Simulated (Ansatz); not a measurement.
# In: the cost of one run

Method: DFT PBEsol, scalar-relativistic, plane waves, PAW, in Ansatz 0.2.0.

**1. The starting structure**

It takes space group Im-3m (No. 229, cubic). The conventional cell has a = 3.765 Å, b = 3.765 Å, c = 3.765 Å, α = 90.00°, β = 90.00°, γ = 90.00°. In (site symmetry m-3m) is surrounded by 8 In at 3.26 Å.

Structure file:

```cif
data_structure
_symmetry_space_group_name_H-M 'Im-3m'
_symmetry_Int_Tables_number 229
_cell_length_a 3.7651
_cell_length_b 3.7651
_cell_length_c 3.7651
_cell_angle_alpha 90.000
_cell_angle_beta 90.000
_cell_angle_gamma 90.000
_cell_volume 53.37
loop_
_atom_site_label
_atom_site_type_symbol
_atom_site_symmetry_multiplicity
_atom_site_Wyckoff_symbol
_atom_site_fract_x
_atom_site_fract_y
_atom_site_fract_z
_atom_site_occupancy
In1 In 2 a 0.00000 0.00000 0.00000 1
```

The structure comes from the Materials Project (structure only).

**2. Functional and cell changed: PBEsol**

The change: strain xx, yy, zz, yz, xz, xy = +1.8, +1.8, +1.8, +0.0, +0.0, +0.0 %.

File input.yaml:

```yaml
crystal:
  lattice:
    - [-1.9160718398, 1.9160718398, 1.9160718398]
    - [1.9160718398, -1.9160718398, 1.9160718398]
    - [1.9160718398, 1.9160718398, -1.9160718398]
  atoms:
    - { symbol: In, position: [0.0, 0.0, 0.0] }
basis:
  ecutwfc: 420
kpoints:
  mp_grid: { grid: [16, 16, 16] }
hamiltonian:
  xc: pbesol
scf:
  occupations: { method: gaussian, width: 0.1 }
output:
  forces: true
  stress: true
  eigenvalues: true
  populations: true
```

The run is started by

```
$ ansatz run input.yaml --threads 1 --pin off --max-ram 1331MiB --backend cpu --events-out ev --progress --plain --runs-dir out
```

What time and memory should one allow on 1 thread of an Arm CPU, shared host?

About 4.3 s, with a peak of 0.32 GiB.
